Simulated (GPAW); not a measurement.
BN:

```xyz
2
Lattice="2.5080 0.0000 0.0000 -1.2467 2.1762 0.0000 -0.6307 -1.0881 3.0225" Properties=species:S:1:pos:R:3 pbc="T T T"
N     0.6410   -0.3484    2.9772
B     1.2297    2.1384    0.0055
```

The cell comes from a database or a generator and needn't be the stable form of this composition.

Base run:

```yaml
Program: GPAW 26.7.0
Functional: PBE
Potentials_or_basis: GPAW PAW data sets (gpaw-data 1.2.1)
Cutoff: 800 eV
Basis: pw
k_mesh: 13 × 13 × 9
Occupations: fermi-dirac, width 0.05 eV
Spin: no spin polarisation
```

Its results: band gap on the k mesh 2.84 eV, indirect (least direct gap 4.54 eV); pressure 4.2 GPa; largest force 2.736 eV/Å.

**Question.** The run is repeated on the same cell with these changes: functional from PBE to r2SCAN; k mesh from 13 × 13 × 9 to 8 × 8 × 6. What comes out?

**Answer.** Band gap on the k mesh 3.26 eV, indirect (least direct gap 5.16 eV); pressure -0.2 GPa; largest force 2.741 eV/Å.

Several settings changed at once, so the effect can't be laid on one alone.

Caveats: an odd mesh through Γ misses points on the zone boundary, where band edges often lie (some runs); forces of over 1 eV/Å show positions far from the minimum, so gaps and moduli don't describe the material at rest (some runs); the PAW data sets were made with another functional, which shifts forces and pressure a little (some runs).
